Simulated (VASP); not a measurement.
## Results of a VASP single-point calculation on SiC (wurtzite)

POSCAR

```
Si C
 1.0000000000000000
     3.0753562450928453    0.0000000000287138   -0.0000000000000000
    -1.5376781225712892    2.6633366339231692    0.0000000000000000
    -0.0000000000000000    0.0000000000000000    5.0481081013589391
 Si  C
   2   2
Cartesian
 -0.0000000000165778  1.7755577559583506 -0.0020616743711291
  1.5376781225381340  0.8877788779935323  2.5219923763083409
 -0.0000000000165778  1.7755577559583506  1.8951022123807313
  1.5376781225381340  0.8877788779935323  4.4191562630602013
```

```yaml
gap_between_bands_v_and_c: 2.15 eV
least_direct_gap: 3.88 eV
```

Band v is the last that the valence electrons fill when counted band by band, and c is the next. Levels in eV from the top of v:

```
point    v−1      v     c   c+1
    Γ   0.00   0.00  4.77  6.23
    M  -3.32  -1.20  2.68  4.14
    K  -4.06  -3.85  2.15  8.04
    A  -0.71  -0.71  5.84  5.84
    L  -2.33  -2.33  3.21  3.21
    H  -1.74  -1.74  5.01  5.01
```

Problem. Which of these levels of theory gave these results?
A. PBEsol
B. LDA
C. r²SCAN
D. PBE
E. PBE0
F. PBE with spin–orbit coupling
G. HSE06

Solution. B.

The INCAR was:

```
NBANDS = 16
IBRION = -1
LREAL = .FALSE.
LWAVE = .FALSE.
PREC = Accurate
EDIFF = 1E-7
NSW = 0
LASPH = .TRUE.
ISMEAR = 0
LCHARG = .FALSE.
SIGMA = 0.01
GGA = CA
ISIF = 2
NELM = 120
ENCUT = 520
```
